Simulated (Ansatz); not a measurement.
# WS2 (tungsten disulfide, one layer): the cost of one run

Computed with Ansatz 0.2.0 (DFT PBE, scalar-relativistic, plane waves, PAW, unless a step's input says otherwise).

### Step 1. The system as given

It takes space group P-6m2 (No. 187, hexagonal). The conventional cell has a = 3.121 Å, b = 3.121 Å, c = 20.000 Å, α = 90.00°, β = 90.00°, γ = 120.00°. Around W (site symmetry -6m2) lie 6 S at 2.39 Å. Around S (site symmetry 3m) lie 3 W at 2.39 Å.

Structure file:

```
W S
1.0
     3.12147    0.00000    0.00000
    -1.56073    2.70327    0.00000
     0.00000    0.00000   20.00000
W S
1 2
Direct
  0.33333 0.66667 0.50000
  0.66667 0.33333 0.57855
  0.66667 0.33333 0.42145
```

### Step 2. Relaxing the atoms: WS2 (tungsten disulfide, one layer), no spin

The input, input.yaml:

```yaml
crystal:
  lattice:
    - [3.12147, 0.0, 0.0]
    - [-1.560735, 2.703272317, 0.0]
    - [0.0, 0.0, 20.0]
  atoms:
    - { symbol: W, position: [0.333333333, 0.666666667, 0.5] }
    - { symbol: S, position: [0.666666667, 0.333333333, 0.57855] }
    - { symbol: S, position: [0.666666667, 0.333333333, 0.42145] }
scf:
  occupations: { method: fixed }
output:
  forces: true
  stress: true
  eigenvalues: true
  write_density: true
  write_potential: true
  elf: true
  volumetric_format: npy
hamiltonian:
  xc: pbe
kpoints:
  mp_grid: { grid: [15, 15, 1] }
basis:
  ecutwfc: 520
relax:
  f_tol: 0.001
  max_steps: 60
```

Launch:

```sh
ansatz run input.yaml --threads 4 --pin off --max-ram 9216MiB --backend cpu --events-out ev --progress --plain --runs-dir out
```

**Question.** How long does this run take on 4 threads of Intel Xeon Platinum 8375C at 2.90GHz (Ice Lake), shared host, and how much memory does it need?

About 21 s, with a peak of 0.6 GiB.
